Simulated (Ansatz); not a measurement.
**Trial structures of B: starts and ends**

All numbers below come from DFT PBE, scalar-relativistic, plane waves, PAW in Ansatz. All cells share a 420 eV cutoff and Γ-centred k meshes spaced at most about 0.3 Å⁻¹ (about 0.25 or finer for metals, 2π included). No spin polarisation in the final relaxations.

Each guess was relaxed in cell and atoms at zero pressure, within the symmetry of its start. All energies are static (0 K, no zero-point motion). Coordination counts all near atoms (those within 1.25 times the shortest such distance or 1.15 times the sum of covalent radii; a plus sign parts nearer from farther groups).

```
guess    made from  start group  V start (Å³/atom)  end group  V end (Å³/atom)  coordination at the end  gap on mesh (eV)  E over the lowest end (meV/atom)
    1  random cell        Pm-3m                8.7          ?                ?                        ?                 ?                                 ?
    2  random cell         Fddd                8.5   I4_1/amd              6.8                      B 4                 0                                 0
    3  random cell       P6/mmm               16.2     P6/mmm              8.3                      B 7                 0                               507
    4  random cell       P6/mmm                4.8     P6/mmm              7.6                    B 3+2                 0                               385
```

Guess 1 as it starts:

```cif
data_structure
_symmetry_space_group_name_H-M 'Pm-3m'
_symmetry_Int_Tables_number 221
_cell_length_a 2.9716
_cell_length_b 2.9716
_cell_length_c 2.9716
_cell_angle_alpha 90.000
_cell_angle_beta 90.000
_cell_angle_gamma 90.000
_cell_volume 26.24
loop_
_atom_site_label
_atom_site_type_symbol
_atom_site_symmetry_multiplicity
_atom_site_Wyckoff_symbol
_atom_site_fract_x
_atom_site_fract_y
_atom_site_fract_z
_atom_site_occupancy
B1 B 3 d 0.50000 0.00000 0.00000 1
```

Problem. Predict the end of this guess and its energy over the lowest end.

Solution. It ends in space group Pm-3m (No. 221), with a = 2.696 Å, 6.5 Å³/atom and no gap. It lies 0.42 eV/atom over the lowest end, above guess 4 and below guess 3. Counting all near atoms, this end has B 8 and the lowest (guess 2) has B 4.

```
B
1.0
     2.69620    0.00000    0.00000
     0.00000    2.69620    0.00000
     0.00000    0.00000    2.69620
B
3
Direct
  0.50000 0.00000 0.00000
  0.00000 0.50000 0.00000
  0.00000 0.00000 0.50000
```

No dispersion correction is applied, so the spacing and binding between layers, chains or molecules are poorly described (P6/mmm at 8.3 Å³/atom), and this can change margins and order among such cells. Cells relaxed within their symmetry can be saddle points. The part of the Crystallography Open Database at hand lists B in space groups No. 58, 134, 166; no cell shown has one of them. Some structure types and database cells were kept out of the candidates from the start, so a known form may be missing.
